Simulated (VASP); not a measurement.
A run of VASP 6.6.1 is set up as follows.

File INCAR:

```
  PREC = Accurate
  ENCUT = 520
  EDIFF = 1E-7
  ISMEAR = 0
  SIGMA = 0.01
  LREAL = False
  LASPH = True
  NELM = 100
  ALGO = Fast
  ISIF = 2
  LWAVE = False
  LCHARG = False
  GGA = PE
  NBANDS = 26
```

Contents of KPOINTS:

```
regular mesh
0
Gamma
  10 8 10
```

The input POSCAR:

```
CdS
1.0
    3.8855584753      0.0000000000      0.0000000000
    0.0000000000      5.4948840014      0.0000000000
    0.0000000000      0.0000000000      3.8854731512
Cd S
2 2
Direct
    0.5000000000      0.5000000000      0.2499273253
    0.0000000000      0.0000000000      0.7500726747
    0.5000000000      0.0000000000      0.2500244678
    0.0000000000      0.5000000000      0.7499755322
```

Potentials or basis: VASP PAW PBE potentials, release 64 (Cd, S).

Run with:

```sh
$ cat potpaw_PBE.64/Cd/POTCAR potpaw_PBE.64/S/POTCAR > POTCAR
$ mpirun -np 1 vasp_std > vasp.out
```

Question: Predict the band gap on the k mesh.

Answer: 0.25 eV.

Question: What does it give for the pressure?

Answer: 0.4 GPa.

A k mesh can miss the band edges. PBE gaps usually lie below the measured ones, often by a third to a half.
